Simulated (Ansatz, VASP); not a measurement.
# Cross-check of Si54H17O8F (HO:Si(111) with 1 of its OH changed to F) between VASP and Ansatz

Wanted: the spread between two codes on one cell, functional and k mesh. The cell is taken from a series of runs on this material, whose earlier steps may have relaxed, scaled, displaced or heated it; both programs get it as it stands.

Program: Ansatz 0.2.0. Level of theory: plane waves, with VASP 6.6.1 beside it; single point at HSE06 with D3(BJ). Results are calculated unless marked as measured.

## 1. Set-up

The cell holds 80 atoms: 54 Si, 17 H, 8 O and 1 F. Cell: a = 11.604 Å, b = 11.604 Å, c = 26.701 Å, α = 90.0°, β = 90.0°, γ = 120.0°. It derives from Si (HO:Si(111)). As first built, before any earlier steps moved the atoms (in the runner's words): diamond Si(111), 3 x 3 cells, three bilayers, OH on the upper face and H on the lower (lattice constants typed as starting values near PBE's), lower atoms held; 1 top OH groups nearest the cell's middle replaced by F, eased by MACE. Vacuum lies along c.

## 2. VASP: single point, HSE06 with D3(BJ)

A single point gives forces, pressure and levels at one fixed geometry, so differences don't come from the geometry; what else differs is listed under the comparison.

Lines of VASP's logs that name or quote its potential files are left out, and so is its time.

The run reads the wave functions of an earlier VASP run, which isn't shown here.

Input file INCAR:

```
SYSTEM = Si54H17O8F
PREC = Accurate
ENCUT = 520
EDIFF = 1E-06
NELM = 100
ISMEAR = -1
SIGMA = 0.025
LREAL = Auto
ALGO = Normal
LHFCALC = .TRUE.
AEXX = 0.25
GGA = PE
HFSCREEN = 0.208
IVDW = 12
VDW_S6 = 1
VDW_S8 = 2.31
VDW_A1 = 0.383
VDW_A2 = 5.685
LASPH = .TRUE.
NBANDS = 200
PRECFOCK = Fast
LORBIT = 11
LWAVE = .FALSE.
LCHARG = .FALSE.
ISIF = 2
```

Input file POSCAR:

```
Si54H17O8F
1.0
   11.6036200000      0.0000000000      0.0000000000
   -5.8018100000     10.0490300000      0.0000000000
    0.0000000000      0.0000000000     26.7011300000
Si H O F
54 17 8 1
Direct
    0.0000000000      0.0000000000      0.0928800000
    0.2222200000      0.1111100000      0.1224500000
    0.2220000000      0.1114400000      0.2096700000
    0.1112000000      0.2222400000      0.2386600000
    0.1120800000      0.2213800000      0.3269000000
    0.0012700000      0.9975300000      0.3540300000
    0.0000000000      0.3333300000      0.0928800000
    0.2222200000      0.4444400000      0.1224500000
    0.2222600000      0.4441400000      0.2098000000
    0.1109600000      0.5555000000      0.2371500000
    0.1116500000      0.5542500000      0.3245500000
    0.0007200000      0.3327300000      0.3538300000
    0.0000000000      0.6666700000      0.0928800000
    0.2222200000      0.7777800000      0.1224500000
    0.2227800000      0.7781000000      0.2096700000
    0.1110900000      0.8889500000      0.2372600000
    0.1123000000      0.8882300000      0.3247800000
    0.0028900000      0.6662100000      0.3533500000
    0.3333300000      0.0000000000      0.0928800000
    0.5555600000      0.1111100000      0.1224500000
    0.5553000000      0.1106200000      0.2096700000
    0.4444900000      0.2223400000      0.2372500000
    0.4452100000      0.2211500000      0.3247400000
    0.3339800000      0.9995000000      0.3538400000
    0.3333300000      0.3333300000      0.0928800000
    0.5555600000      0.4444400000      0.1224500000
    0.5558500000      0.4449500000      0.2097400000
    0.4445800000      0.5558900000      0.2380500000
    0.4443600000      0.5548000000      0.3259700000
    0.3359900000      0.3322500000      0.3540100000
    0.3333300000      0.6666700000      0.0928800000
    0.5555600000      0.7777800000      0.1224500000
    0.5552700000      0.7781600000      0.2098900000
    0.4443600000      0.8890200000      0.2387900000
    0.4453000000      0.8880800000      0.3269600000
    0.3324300000      0.6644500000      0.3543100000
    0.6666700000      0.0000000000      0.0928800000
    0.8888900000      0.1111100000      0.1224500000
    0.8892600000      0.1111500000      0.2098100000
    0.7778800000      0.2224300000      0.2371900000
    0.7791300000      0.2217400000      0.3246100000
    0.6689100000      0.0009300000      0.3543400000
    0.6666700000      0.3333300000      0.0928800000
    0.8888900000      0.4444400000      0.1224500000
    0.8887400000      0.4446200000      0.2094500000
    0.7779700000      0.5554900000      0.2380500000
    0.7791900000      0.5542800000      0.3259900000
    0.6672100000      0.3305800000      0.3533600000
    0.6666700000      0.6666700000      0.0928800000
    0.8888900000      0.7777800000      0.1224500000
    0.8885000000      0.7776000000      0.2097400000
    0.7775400000      0.8888300000      0.2380800000
    0.7786600000      0.8890900000      0.3260200000
    0.6677100000      0.6657200000      0.3527100000
    0.0000000000      0.0000000000      0.0374500000
    0.9558400000      0.0156400000      0.4355000000
    0.0000000000      0.3333300000      0.0374500000
    0.9626000000      0.3708900000      0.4337700000
    0.0000000000      0.6666700000      0.0374500000
    0.9886300000      0.7179100000      0.4343300000
    0.3333300000      0.0000000000      0.0374500000
    0.2950900000      0.0394000000      0.4334000000
    0.3333300000      0.3333300000      0.0374500000
    0.3178900000      0.3775200000      0.4354900000
    0.3333300000      0.6666700000      0.0374500000
    0.2799800000      0.6851200000      0.4342300000
    0.6666700000      0.0000000000      0.0374500000
    0.6471200000      0.0523900000      0.4343000000
    0.6666700000      0.3333300000      0.0374500000
    0.6158500000      0.3456400000      0.4342700000
    0.6666700000      0.6666700000      0.0374500000
    0.0068700000      0.9842100000      0.4169100000
    0.0054200000      0.3280500000      0.4168500000
    0.0151200000      0.6619500000      0.4163500000
    0.3378800000      0.9958600000      0.4169700000
    0.3493700000      0.3265500000      0.4168800000
    0.3306900000      0.6510000000      0.4170900000
    0.6819900000      0.0023100000      0.4171200000
    0.6713300000      0.3185200000      0.4163600000
    0.6704100000      0.6628500000      0.4142400000
```

Input file KPOINTS:

```
Automatic mesh
0
Gamma
1 1 1
0 0 0
```

Potentials, in the order of the species: Si, H, O and F (PBE family, release 64).

On the command line:

```bash
export OMP_NUM_THREADS=3
mpirun -np 1 vasp_gam
```

Numbers of over 12 decimals in the logs are rounded to 6 here.

What it wrote:

```text
[banner, memory and clock lines left out]
running    1 mpi-ranks, on    1 nodes
[...]
Offloading initialized ...    1 GPUs detected
[...]
LDA part: xc-table for (Slater+PW92), standard interpolation
 found WAVECAR, reading the header
 POSCAR, INCAR and KPOINTS ok, starting setup
[...]
reading WAVECAR
 the WAVECAR file was read successfully
 initial charge from wavefunction
 entering main loop
       N       E                     dE             d eps       ncg     rms          rms(c)
DAV:   1    -0.483899606184E+03   -0.48390E+03   -0.10710E+01   440   0.812E+00    0.165E+01
DAV:   2    -0.484157804659E+03   -0.25820E+00   -0.20845E+00   456   0.262E+00    0.125E+01
DAV:   3    -0.484108013252E+03    0.49791E-01   -0.61776E-02   624   0.104E+00    0.790E+00
DAV:   4    -0.484102506989E+03    0.55063E-02   -0.16728E-01   448   0.925E-01    0.457E+00
[...]
DAV:  64    -0.484099331348E+03   -0.10731E-05   -0.16681E-08   272   0.363E-04    0.875E-04
DAV:  65    -0.484099332358E+03   -0.10098E-05   -0.15478E-08   296   0.348E-04    0.847E-04
DAV:  66    -0.484099333311E+03   -0.95354E-06   -0.14459E-08   272   0.334E-04
   1 F= -.50096437E+03 E0= -.50096437E+03  d E =-.239020E-11
```

From OUTCAR (step 2):

```text
  FREE ENERGIE OF THE ION-ELECTRON SYSTEM (eV)
  ---------------------------------------------------
  free  energy   TOTEN  =      -500.9643657253 eV

  energy  without entropy=     -500.9643657253  energy(sigma->0) =     -500.96436573

[... 1 further part left out ...]
```

(Part 1 of 2 ends here.)

[Lines on the potential files, build, host, timing and source positions are cut from VASP's logs without a mark.]

[Logs are printed without paths, hosts, clocks, repeated set-up lines and the standing remarks that a program may print on its own settings, such as how far it seeks lower states.]

[Hosts, paths, dates, database ids (printed as entryN), source tags and the programs' standing remarks are cut or masked in the printed files.]
